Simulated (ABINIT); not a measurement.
# Ge (P-3m1) in ABINIT: notebook

Runs on Ge. Level: PBE. Tasks: single point.

Program: ABINIT 10.8.3 (patched build). These are calculated values, not measurements. Logs are shortened: lines on timing, memory, paths and dates and some standing lists are left out, and cuts for length are marked. The log counts tension as positive stress, the text compression.

### 1 Starting point

The structure is trigonal, space group P-3m1 (No. 164). Conventional cell: a = 4.090 Å, b = 4.090 Å, c = 3.327 Å, α = 90.00°, β = 90.00°, γ = 120.00°. Around Ge (site symmetry 3m) lie 3 Ge at 2.54 Å.

The cell was built by a generator and needn't be a form met in nature.

### 2 Single point, PBE

File run.abi:

```
# Pseudopotentials
pp_dirpath "./"
pseudos "Ge.upf"

# Structure
acell 3*1.0 Angstrom
rprim
     4.0904100000     0.0000000000     0.0000000000
    -2.0452000000     3.5424000000     0.0000000000
     0.0000000000     0.0000000000     3.3265800000
ntypat 1
znucl 32
natom 2
typat 1 1
xcart
     2.0452271187     1.1807881920     0.4685820588
    -0.0000171187     2.3616118080     2.8579979412 Angstrom

# Plane-wave basis
ecut 40.0

# k points
kptopt 1
ngkpt 8 8 8
nshiftk 1
shiftk 0.0 0.0 0.0

# Exchange and correlation
ixc 11

# Bands and occupations
nband 18
occopt 3
tsmear 0.05 eV

# SCF cycle
nstep 100
tolvrs 1.0e-10

# Output
iomode 3
prtwf 0
prtden 0
prteig 0
prtebands 0
```

Potentials or basis: PseudoDojo NC SR PBE v0.4.1 standard.

Launch:

```sh
$ abinit run.abi > log 2>&1
```

run.abo:

```text
.Version 10.8.3 of ABINIT
 Symmetries : space group C2/m (# 12); Bravais mC (1-face-center monocl.)
================================================================================
 Values of the parameters that define the memory need of the present run
     intxc =       0    ionmov =       0      iscf =       7    lmnmax =       6
     lnmax =       6     mgfft =      48  mpssoang =       3    mqgrid =    3001
     natom =       2  nloc_mem =       1    nspden =       1   nspinor =       1
    nsppol =       1      nsym =       4    n1xccc =    2501    ntypat =       1
    occopt =       3   xclevel =       2
       mpw =        3950          nfft =       82944          nkpt =         150
================================================================================
================================================================================

--------------------------------------------------------------------------------
------------- Echo of variables that govern the present computation ------------
--------------------------------------------------------------------------------
 -outvars: echo values of preprocessed input variables --------
            acell      7.7297531218E+00  7.7297531218E+00  6.2863251359E+00 Bohr
              amu      7.26100000E+01
             ecut      4.00000000E+01 Hartree
                       outvar_i_n : Printing only first  50 k-points.
              ixc          11
                       outvar_i_n : Printing only first  50 k-points.
         kptrlatt        8    0    0      0    8    0      0    0    8
          kptrlen      5.02906011E+01
            natom           2
            nband          18
            ngfft          48      48      36
             nkpt         150
            nstep         100
             nsym           4
           ntypat           1
                       prtocc : prtvol=0, do not print more k-points.
           occopt           3
           prtden           0
        prtebands           0
           prteig           0
            prtwf           0
            rprim      1.0000000000E+00  1.1359773305E-07  0.0000000000E+00
                      -4.9999907276E-01  8.6602593912E-01  0.0000000000E+00
                       0.0000000000E+00  0.0000000000E+00  1.0000000000E+00
          spgroup          12
           tolvrs      1.00000000E-10
           tsmear      1.83746611E-03 Hartree
            typat      1  1
                       outvars : Printing only first  50 k-points.
           xangst      2.0452263139E+00  1.1807886567E+00  4.6858205880E-01
                      -1.7923515515E-05  2.3616122727E+00  2.8579979412E+00
            xcart      3.8649175987E+00  2.2313671737E+00  8.8549175865E-01
                      -3.3870535537E-05  4.4628004109E+00  5.4008333773E+00
             xred      6.6667000000E-01  3.3333000000E-01  1.4086000000E-01
                       3.3333000000E-01  6.6667000000E-01  8.5914000000E-01
            znucl       32.00000

================================================================================

 chkinp: Checking input parameters for consistency.

================================================================================
== DATASET  1 ==================================================================

--- !DatasetInfo
iteration_state: {dtset: 1, }
dimensions: {natom: 2, nkpt: 150, mband: 18, nsppol: 1, nspinor: 1, nspden: 1, mpw: 3950, }
cutoff_energies: {ecut:  40.0, pawecutdg:  -1.0, }
electrons: {nelect:   2.80000000E+01, charge:   0.00000000E+00, occopt:   3.00000000E+00, tsmear:   1.83746611E-03, }
meta: {optdriver: 0, ionmov: 0, optcell: 0, iscf: 7, paral_kgb: 0, }
...

 Exchange-correlation functional for the present dataset will be:
  GGA: Perdew-Burke-Ernzerhof functional - ixc=11
  J.P.Perdew, K.Burke, M.Ernzerhof, PRL 77, 3865 (1996)

 Real(R)+Recip(G) space primitive vectors, cartesian coordinates (Bohr,Bohr^-1):
 R(1)=  7.7297531  0.0000009  0.0000000  G(1)=  0.1293702  0.0746918  0.0000000
 R(2)= -3.8648694  6.6941667  0.0000000  G(2)= -0.0000000  0.1493838  0.0000000
 R(3)=  0.0000000  0.0000000  6.2863251  G(3)=  0.0000000  0.0000000  0.1590755
 Unit cell volume ucvol=  3.2528124E+02 bohr^3
 Angles (23,13,12)=  9.00000000E+01  9.00000000E+01  1.19999932E+02 degrees

 getcut: wavevector=  0.0000  0.0000  0.0000  ngfft=  48  48  36
         ecut(hartree)=     40.000   => boxcut(ratio)=   2.01146

--- Pseudopotential description ------------------------------------------------
- pspini: atom type   1  psp file is ./Ge.upf
12 -101130 2 -1 1560                          pspcod,pspxc,lmax,lloc,mmax
     nproj     2     2     2

   1.73103769E+03                                ecore*ucvol(ha*bohr**3)
--------------------------------------------------------------------------------

================================================================================

--- !BeginCycle
iteration_state: {dtset: 1, }
solver: {iscf: 7, nstep: 100, nline: 4, wfoptalg: 0, }
tolerances: {tolvrs: 1.00E-10, }
...

     iter   Etot(hartree)      deltaE(h)  residm     vres2
 ETOT  1  -176.63697365883    -1.766E+02 1.010E+00 1.629E+02
 ETOT  2  -178.58414708884    -1.947E+00 1.134E-01 2.044E+02
 ETOT  3  -178.61384955212    -2.970E-02 4.429E-02 4.095E+01
 ETOT  4  -178.61824433772    -4.395E-03 3.097E-03 1.310E+01
 ETOT  5  -178.62027832487    -2.034E-03 1.950E-03 6.919E-02
 ETOT  6  -178.62028838375    -1.006E-05 3.054E-04 9.327E-04
 ETOT  7  -178.62028841403    -3.028E-08 1.883E-04 7.621E-04
 ETOT  8  -178.62028850830    -9.427E-08 1.006E-04 9.479E-05
 ETOT  9  -178.62028852183    -1.353E-08 3.493E-05 3.023E-06
 ETOT 10  -178.62028852231    -4.789E-10 3.629E-05 1.108E-09
 ETOT 11  -178.62028852232    -5.116E-12 1.346E-05 1.602E-10
 ETOT 12  -178.62028852231     5.002E-12 1.332E-05 1.826E-11

 At SCF step   12       vres2   =  1.83E-11 < tolvrs=  1.00E-10 =>converged.

 Cartesian components of stress tensor (hartree/bohr^3)
  sigma(1 1)=  6.42905197E-06  sigma(3 2)= -1.75204829E-08
  sigma(2 2)=  6.40273432E-06  sigma(3 1)=  3.03463331E-08
  sigma(3 3)=  1.41848782E-04  sigma(2 1)= -2.27918043E-08

--- !ResultsGS
iteration_state: {dtset: 1, }
comment   : Summary of ground state results
lattice_vectors:
- [  7.7297531,   0.0000009,   0.0000000, ]
- [ -3.8648694,   6.6941667,   0.0000000, ]
- [  0.0000000,   0.0000000,   6.2863251, ]
lattice_lengths: [   7.72975,    7.72975,    6.28633, ]
lattice_angles: [ 90.000,  90.000, 120.000, ] # degrees, (23, 13, 12)
lattice_volume:   3.2528124E+02
convergence: {deltae:  5.002E-12, res2:  1.826E-11, residm:  1.332E-05, diffor: null, }
etotal    :  -1.78620289E+02
entropy   :   0.00000000E+00
fermie    :   1.22706195E-01
cartesian_stress_tensor: # hartree/bohr^3
- [  6.42905197E-06,  -2.27918043E-08,   3.03463331E-08, ]
- [ -2.27918043E-08,   6.40273432E-06,  -1.75204829E-08, ]
- [  3.03463331E-08,  -1.75204829E-08,   1.41848782E-04, ]
pressure_GPa:  -1.5170E+00
xred      :
- [  6.6667E-01,   3.3333E-01,   1.4086E-01, Ge]
- [  3.3333E-01,   6.6667E-01,   8.5914E-01, Ge]
cartesian_forces: # hartree/bohr
- [ -5.45186410E-06,   3.14763868E-06,   2.28507901E-04, ]
- [  5.45186410E-06,  -3.14763868E-06,  -2.28507901E-04, ]
force_length_stats: {min:   2.28594600E-04, max:   2.28594600E-04, mean:   2.28594600E-04, }
...

 Integrated electronic density in atomic spheres:
 ------------------------------------------------
 Atom  Sphere_radius  Integrated_density
    1        2.00000         11.48507706
    2        2.00000         11.48507706
================================================================================

 ----iterations are completed or convergence reached----

 Mean square residual over all n,k,spin=   94.506E-10; max=  13.323E-06
 reduced coordinates (array xred) for    2 atoms
       0.666670000000      0.333330000000      0.140860000000
       0.333330000000      0.666670000000      0.859140000000
 rms dE/dt=  8.3006E-04; max dE/dt=  1.4365E-03; dE/dt below (all hartree)
    1       0.000042141561     -0.000042141561     -0.001436474960
    2      -0.000042141561      0.000042141561      0.001436474960

 cartesian coordinates (angstrom) at end:
    1      2.04522631388448     1.18078865666121     0.46858205880000
    2     -0.00001792351552     2.36161227266121     2.85799794120000

 cartesian forces (hartree/bohr) at end:
    1     -0.00000545186410     0.00000314763868     0.00022850790070
    2      0.00000545186410    -0.00000314763868    -0.00022850790070
 frms,max,avg= 1.3197915E-04 2.2850790E-04   0.000E+00  0.000E+00  0.000E+00 h/b

 cartesian forces (eV/Angstrom) at end:
    1     -0.00028034612367     0.00016185808884     0.01175034869653
    2      0.00028034612367    -0.00016185808884    -0.01175034869653
 frms,max,avg= 6.7866410E-03 1.1750349E-02   0.000E+00  0.000E+00  0.000E+00 e/A
 length scales=  7.729753121794  7.729753121794  6.286325135922 bohr
              =  4.090409195185  4.090409195185  3.326580000000 angstroms
 Fermi (or HOMO) energy (hartree) =   0.12271   Average Vxc (hartree)=  -0.36489
 Eigenvalues (hartree) for nkpt= 150  k points:
 kpt#   1, nband= 18, wtk=  0.00195, kpt=  0.0000  0.0000  0.0000 (reduced coord)
  -0.78259   -0.78258   -0.78064   -0.78013   -0.78013   -0.77988   -0.77593   -0.77593
  -0.77447   -0.77447   -0.31510    0.02857    0.08442    0.08443    0.21008    0.23242
   0.23243    0.24271
      occupation numbers for kpt#   1
   2.00000    2.00000    2.00000    2.00000    2.00000    2.00000    2.00000    2.00000
   2.00000    2.00000    2.00000    2.00000    2.00000    2.00000    0.00000    0.00000
   0.00000    0.00000
 prteigrs : prtvol=0 or 1, do not print more k-points.

--- !EnergyTerms
iteration_state     : {dtset: 1, }
comment             : Components of total free energy in Hartree
kinetic             :  1.34004801154504E+02
hartree             :  5.46101791240329E+01
xc                  : -4.35853543832082E+01
Ewald energy        : -9.87045998187481E+01
psp_core            :  5.32166471728712E+00
local_psp           : -1.35980620115481E+02
non_local_psp       : -9.42860449646326E+01
internal            : -1.78619974286245E+02
'-kT*entropy'       : -3.14236065749149E-04
total_energy        : -1.78620288522311E+02
total_energy_eV     : -4.86050566234917E+03
band_energy         : -1.60724436490256E+01
...

 Cartesian components of stress tensor (hartree/bohr^3)
  sigma(1 1)=  6.42905197E-06  sigma(3 2)= -1.75204829E-08
  sigma(2 2)=  6.40273432E-06  sigma(3 1)=  3.03463331E-08
  sigma(3 3)=  1.41848782E-04  sigma(2 1)= -2.27918043E-08

-Cartesian components of stress tensor (GPa)         [Pressure= -1.5170E+00 GPa]
- sigma(1 1)=  1.89149239E-01  sigma(3 2)= -5.15470404E-04
- sigma(2 2)=  1.88374947E-01  sigma(3 1)=  8.92819943E-04
- sigma(3 3)=  4.17333524E+00  sigma(2 1)= -6.70558032E-04

== END DATASET(S) ==============================================================
================================================================================

 -outvars: echo values of variables after computation  --------
            acell      7.7297531218E+00  7.7297531218E+00  6.2863251359E+00 Bohr
           etotal     -1.7862028852E+02
            fcart     -5.4518640973E-06  3.1476386827E-06  2.2850790070E-04
                       5.4518640973E-06 -3.1476386827E-06 -2.2850790070E-04
            rprim      1.0000000000E+00  1.1359773305E-07  0.0000000000E+00
                      -4.9999907276E-01  8.6602593912E-01  0.0000000000E+00
                       0.0000000000E+00  0.0000000000E+00  1.0000000000E+00
           strten      6.4290519731E-06  6.4027343226E-06  1.4184878162E-04
                      -1.7520482924E-08  3.0346333060E-08 -2.2791804265E-08
           xangst      2.0452263139E+00  1.1807886567E+00  4.6858205880E-01
                      -1.7923515515E-05  2.3616122727E+00  2.8579979412E+00
             xred      6.6667000000E-01  3.3333000000E-01  1.4086000000E-01
                       3.3333000000E-01  6.6667000000E-01  8.5914000000E-01
 Calculation completed.
```

Run time: 2.6 min. Hardware: 1 thread of AMD EPYC 9R45 (Zen 5), shared host; peak memory 0.24 GiB.

Results:

```
Free energy                                           : -4860.5057 eV
Pressure                                              : -1.5 GPa
Largest force                                         : 0.012 eV/Å
Band gap on the k mesh                                : none (metal or under the smearing width)
Valence electrons inside the program's atomic spheres : Ge 11.49 (radii [1.0584] Å)
```

Forces in eV/Å, atoms in the order of the input:
```
Ge   0.000  0.000  0.012
Ge   0.000  0.000 -0.012
```

Stress tensor (GPa, compression positive):
```
-0.19  0.00  0.00
 0.00 -0.19  0.00
 0.00  0.00 -4.17
```

### 3 Single point, PBE

Changes to run.abi since step 2:

```diff
@@ -19,3 +19,3 @@
 # Plane-wave basis
-ecut 40.0
+ecut 39.0
```

Potentials or basis: PseudoDojo NC SR PBE v0.5 standard.

Launch:

```sh
$ abinit run.abi > log 2>&1
```

It took 2.4 min on 1 thread of AMD EPYC 9R45 (Zen 5), shared host; peak memory 0.23 GiB.

Results (log left out):

```
Free energy                                           : -4860.5055 eV
Pressure                                              : -1.5 GPa
Largest force                                         : 0.012 eV/Å
Band gap on the k mesh                                : none (metal or under the smearing width)
Valence electrons inside the program's atomic spheres : Ge 11.48 (radii [1.0584] Å)
```

Forces in eV/Å, atoms in the order of the input:
```
Ge   0.000  0.000  0.012
Ge   0.000  0.000 -0.012
```

Stress tensor (GPa, compression positive):
```
-0.21  0.00  0.00
 0.00 -0.21  0.00
 0.00  0.00 -4.20
```

Levels at points of the mesh, in eV from the Fermi level:
| k point | band 11 | band 12 | band 13 | band 14 | band 15 | band 16 | band 17 | band 18 |
| --- | --- | --- | --- | --- | --- | --- | --- | --- |
| (0.00, 0.00, 0.00) | -11.91 | -2.56 | -1.04 | -1.04 | 2.38 | 2.99 | 2.99 | 3.27 |
| (0.50, 0.00, 0.00) | -9.95 | -8.14 | -2.56 | -0.32 | 3.37 | 3.79 | 7.03 | 8.04 |
| (0.50, 0.50, 0.00) | -9.95 | -8.14 | -2.56 | -0.32 | 3.37 | 3.79 | 7.03 | 8.04 |
| (0.00, 0.00, 0.50) | -10.10 | -6.29 | 0.42 | 0.42 | 0.83 | 2.78 | 3.87 | 3.87 |
| (0.50, 0.00, 0.50) | -8.21 | -6.56 | -3.76 | -2.12 | -0.94 | 2.38 | 3.84 | 4.85 |
| (0.50, 0.50, 0.50) | -8.21 | -6.56 | -3.76 | -2.12 | -0.94 | 2.38 | 3.84 | 4.85 |

### 4 Single point, PBE

Changes to run.abi since step 3:

```diff
@@ -2,3 +2,3 @@
 pp_dirpath "./"
-pseudos "Ge.upf"
+pseudos "Ge_ONCV_PBE-1.2.upf"
 
@@ -19,3 +19,3 @@
 # Plane-wave basis
-ecut 39.0
+ecut 22.0
```

Potentials or basis: SG15 NC PBE v1.2.

Launch:

```sh
$ abinit run.abi > log 2>&1
```

Wall time 62 s (1 thread of AMD EPYC 9R45 (Zen 5), shared host); peak memory 0.12 GiB.

Results (log left out):

* Free energy: -3851.8658 eV
* Pressure: -1.4 GPa
* Largest force: 0.011 eV/Å
* Band gap on the k mesh: none (metal or under the smearing width)
* Valence electrons inside the program's atomic spheres: Ge 11.48 (radii [1.0584] Å)

Forces in eV/Å, atoms in the order of the input:
```
Ge   0.000  0.000  0.011
Ge   0.000  0.000 -0.011
```

Stress tensor (GPa, compression positive):
```
-0.06  0.00  0.00
 0.00 -0.05  0.00
 0.00  0.00 -4.14
```

Levels at points of the mesh, in eV from the Fermi level:
```csv
k point,band 11,band 12,band 13,band 14,band 15,band 16,band 17,band 18
"(0.00, 0.00, 0.00)",-11.92,-2.56,-1.04,-1.04,2.37,2.99,2.99,3.27
"(0.50, 0.00, 0.00)",-9.96,-8.14,-2.56,-0.32,3.37,3.79,7.02,8.05
"(0.50, 0.50, 0.00)",-9.96,-8.14,-2.56,-0.32,3.37,3.79,7.02,8.06
"(0.00, 0.00, 0.50)",-10.11,-6.29,0.42,0.42,0.83,2.78,3.87,3.87
"(0.50, 0.00, 0.50)",-8.22,-6.57,-3.77,-2.13,-0.94,2.38,3.84,4.85
"(0.50, 0.50, 0.50)",-8.22,-6.57,-3.77,-2.12,-0.94,2.38,3.84,4.85
```

### 5 Overview

| potentials or basis | cutoff (eV) | gap on the mesh (eV) | pressure (GPa) | largest force (eV/Å) |
| --- | --- | --- | --- | --- |
| PseudoDojo NC SR PBE v0.4.1 standard | 1088 | none | -1.5 | 0.01 |
| PseudoDojo NC SR PBE v0.5 standard | 1061 | none | -1.5 | 0.01 |
| SG15 NC PBE v1.2 | 599 | none | -1.4 | 0.01 |

Alike in all rows: task single point; level PBE; no spin polarisation; cell as given; k mesh 8 × 8 × 8; smearing fermi-dirac 0.05 eV.

Total energies depend on the potentials used, so only differences within one code and one set of settings carry meaning.
